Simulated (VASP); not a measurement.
GaP:

```
Ga P
1.0
     0.00000    2.72525    2.72525
     2.72525    0.00000    2.72525
     2.72525    2.72525    0.00000
Ga P
1 1
Direct
  0.00000 0.00000 0.00000
  0.25000 0.25000 0.25000
```

* Program: VASP 6.6.1
* Task: relaxation of cell and atoms
* Functional: PBE
* Potentials or basis: VASP PAW PBE potentials, release 64 (Ga, P)
* Cutoff: 300 eV
* k mesh: 4 × 4 × 4
* Occupations: gaussian, width 0.03 eV
* Spin: no spin polarisation

At the start: pressure 4.3 GPa; volume 20.24 Å³/atom.

Task: Where does the relaxation end?

Result: Over 3 steps the energy falls by 13.0 meV/atom and the volume is 21.24 Å³/atom (+5.0 %); space group F-43m (No. 216, to 0.05 Å).

Step by step:
| step | energy change (eV) | largest force (eV/Å) | pressure (GPa) | volume (Å³) |
| --- | --- | --- | --- | --- |
| 1 | 0.0000 | 0.0000 | 4.33 | 40.48 |
| 2 | -0.0167 | 0.0000 | -2.22 | 43.77 |
| 3 | -0.0259 | 0.0000 | 0.00 | 42.49 |

Final structure:
```xyz
2
Lattice="0.0000 2.7696 2.7696 2.7696 0.0000 2.7696 2.7696 2.7696 0.0000" Properties=species:S:1:pos:R:3 pbc="T T T"
Ga    0.0000    0.0000    0.0000
P     1.3848    1.3848    1.3848
```

Caveat: the k mesh is coarse (spacing up to 0.50 Å⁻¹), so the values aren't converged; the cutoff is under 1.25 times the usual one of these potentials, so pressure, stress and relaxed cells hold a basis-set (Pulay) error.
